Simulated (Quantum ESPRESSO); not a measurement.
# CsPbCl3 in Quantum ESPRESSO: the effect of functional

CsPbCl3:

```xyz
5
Lattice="5.6050 0.0000 0.0000 0.0000 5.6050 0.0000 0.0000 0.0000 5.6050" Properties=species:S:1:pos:R:3 pbc="T T T"
Pb    2.8025    2.8025    2.8025
Cs    0.0000    0.0000    0.0000
Cl    2.8025    0.0000    2.8025
Cl    0.0000    2.8025    2.8025
Cl    2.8025    2.8025    0.0000
```

Alike in all runs:

```yaml
Program: Quantum ESPRESSO 7.5
Task: phonon dispersion
k_mesh: 2 × 2 × 2, shifted
Occupations: fermi-dirac, width 0.05 eV
Spin: no spin polarisation
```

Each run relaxes the cell or the atoms first.

| functional | potentials or basis | cutoff | relaxed volume (Å³/atom) | highest phonon frequency (cm⁻¹) |
| --- | --- | --- | --- | --- |
| LDA | PseudoDojo 0.4.1 SR LDA standard | 762 eV | 32.37 | 285 |
| PBE | PseudoDojo 0.4.1 SR PBE standard | 789 eV | 36.34 | 252 |
| PBEsol | PseudoDojo 0.4.1 SR PBEsol standard | 789 eV | ? | ? |

Question: What does the run with functional PBEsol give?

Answer: Relaxed volume 34.11 Å³/atom; highest phonon frequency 268 cm⁻¹.

Caveats: all runs use coarse meshes; some modes are imaginary.
